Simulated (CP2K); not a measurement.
Runs of CP2K 2026.2 on Rh. Symmetry: Fm-3m, No. 225, cubic system. Conventional cell: a = 3.796 Å, b = 3.796 Å, c = 3.796 Å, α = 90.00°, β = 90.00°, γ = 90.00°. Around Rh (site symmetry m-3m) lie 12 Rh at 2.68 Å. 

| level | potentials or basis | basis sets | potentials | ADDED_MOS | CUTOFF of the grids | cutoff of the non-local correlation (Ry) | gap on the mesh (eV) | pressure (GPa) |
| --- | --- | --- | --- | --- | --- | --- | --- | --- |
| PBEsol | POTENTIAL_UZH Rh GTH-PBE-q17; TZVP-MOLOPT-PBE-GTH basis | Rh TZVP-MOLOPT-PBE-GTH-q17 | Rh GTH-PBE-q17 of POTENTIAL_UZH | [11] | 675 Ry | - | none | (b) |
| PBE | GTH_POTENTIALS Rh GTH-PBE-q17; DZVP-MOLOPT-SR-GTH basis | Rh DZVP-MOLOPT-SR-GTH-q17 | Rh GTH-PBE-q17 of GTH_POTENTIALS | [11] | 500 Ry | - | none | 10.2 |
| PBE | POTENTIAL_UZH Rh GTH-PBE-q17; TZVP-MOLOPT-PBE-GTH basis | Rh TZVP-MOLOPT-PBE-GTH-q17 | Rh GTH-PBE-q17 of POTENTIAL_UZH | [11] | 500 Ry | - | none | 9.7 |
| vdW-DF2 | POTENTIAL_UZH Rh GTH-PBE-q17; TZVP-MOLOPT-PBE-GTH basis | Rh TZVP-MOLOPT-PBE-GTH-q17 | Rh GTH-PBE-q17 of POTENTIAL_UZH | [11] | 675 Ry | 300 | none | 33.1 |
| PBE | GTH_POTENTIALS Rh GTH-PBE-q17; SZV-MOLOPT-SR-GTH basis | Rh SZV-MOLOPT-SR-GTH-q17 | Rh GTH-PBE-q17 of GTH_POTENTIALS | [1] | 500 Ry | - | none | 32.4 |
| WC | POTENTIAL_UZH Rh GTH-PBE-q17; TZVP-MOLOPT-PBE-GTH basis | Rh TZVP-MOLOPT-PBE-GTH-q17 | Rh GTH-PBE-q17 of POTENTIAL_UZH | [11] | 675 Ry | - | none | 1.1 |
| LDA | POTENTIAL_UZH Rh GTH-PBE-q17; TZVP-MOLOPT-PBE-GTH basis | Rh TZVP-MOLOPT-PBE-GTH-q17 | Rh GTH-PBE-q17 of POTENTIAL_UZH | [11] | 675 Ry | - | none | -7.0 |
| revPBE | POTENTIAL_UZH Rh GTH-PBE-q17; TZVP-MOLOPT-PBE-GTH basis | Rh TZVP-MOLOPT-PBE-GTH-q17 | Rh GTH-PBE-q17 of POTENTIAL_UZH | [11] | 675 Ry | - | none | (a) |
| PBE | POTENTIAL_UZH Rh GTH-PBE-q17; ccGRB-D basis | Rh ccGRB-D-q17 | Rh GTH-PBE-q17 of POTENTIAL_UZH | [11] | 500 Ry | - | none | 13.1 |
| r2SCAN | POTENTIAL_UZH Rh GTH-PBE-q17; TZVP-MOLOPT-PBE-GTH basis | Rh TZVP-MOLOPT-PBE-GTH-q17 | Rh GTH-PBE-q17 of POTENTIAL_UZH | [11] | 675 Ry | - | none | 2.4 |
| PBE | POTENTIAL_UZH Rh GTH-PBE-q17; TZVP-MOLOPT-PBE-GTH basis | Rh TZVP-MOLOPT-PBE-GTH-q17 | Rh GTH-PBE-q17 of POTENTIAL_UZH | [11] | 675 Ry | - | none | 9.7 |
| PBE | POTENTIAL_UZH Rh GTH-PBE-q17; TZV2P-MOLOPT-PBE-GTH basis | Rh TZV2P-MOLOPT-PBE-GTH-q17 | Rh GTH-PBE-q17 of POTENTIAL_UZH | [11] | 500 Ry | - | none | 9.7 |

Alike in all rows: task band structure; no spin polarisation; cell as given; k mesh 12 × 12 × 12; smearing fermi-dirac 0.05 eV.

**Question.** Fill in the values left out.

**Answer.** (a) 12.9; (b) -1.2.

Caveats: the basis of atomic orbitals isn't converged, which shifts pressures, moduli and gaps; the potentials were made for another functional, which shifts forces and pressure (some runs); a pressure of tens of GPa on the cell as given is suspect, and the run, the potentials or the cell itself is likely at fault (some runs); a minimal basis gives rough bond lengths, pressures and levels (some runs).

A k mesh can miss the band edges, and the runs leave out spin-orbit coupling on Rh.

A gap of «none» marks a metal or a gap under the smearing width.
